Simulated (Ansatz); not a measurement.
The system is InP.

```
In P
1.0
     0.00000    2.93050    2.93050
     2.93050    0.00000    2.93050
     2.93050    2.93050    0.00000
In P
1 1
Direct
  0.00000 0.00000 0.00000
  0.75000 0.75000 0.75000
```

* Program: Ansatz 0.2.0
* Task: relaxation of cell and atoms
* Functional: BLYP
* Dispersion: D3(BJ)
* Potentials or basis: Ansatz PAW
* Cutoff: 420 eV (not typed: the program's choice for these potentials)
* k mesh: 8 × 8 × 8
* Occupations: fermi-dirac, width 0.05 eV
* Spin: no spin polarisation

At the start: volume 25.17 Å³/atom.

Question: Where does the relaxation end?

Answer: It ends after 4 steps and the volume is 25.78 Å³/atom (+2.4 %); space group F-43m (No. 216, to 0.05 Å).

Step by step:
```
step  energy change (eV)  largest force (eV/Å)  volume (Å³)
   1              0.0000                0.0000        50.33
   2             -0.0056                0.0000        51.68
   3             -0.0057                0.0000        51.57
   4             -0.0059                0.0000        51.57
```

Final structure:
```cif
data_structure
_symmetry_space_group_name_H-M 'P 1'
_symmetry_Int_Tables_number 1
_cell_length_a 4.1779
_cell_length_b 4.1779
_cell_length_c 4.1779
_cell_angle_alpha 60.000
_cell_angle_beta 60.000
_cell_angle_gamma 60.000
_cell_volume 51.57
loop_
_atom_site_label
_atom_site_type_symbol
_atom_site_fract_x
_atom_site_fract_y
_atom_site_fract_z
_atom_site_occupancy
In1 In 0.00000 0.00000 0.00000 1
P1 P 0.75000 0.75000 0.75000 1
```

Caveat: the plane-wave basis is chosen anew once the cell has moved, so the energies of steps on either side of that aren't comparable; the PAW data sets come from PBE, with cores solved anew for the run's functional, which leaves a small shift of forces and pressure.
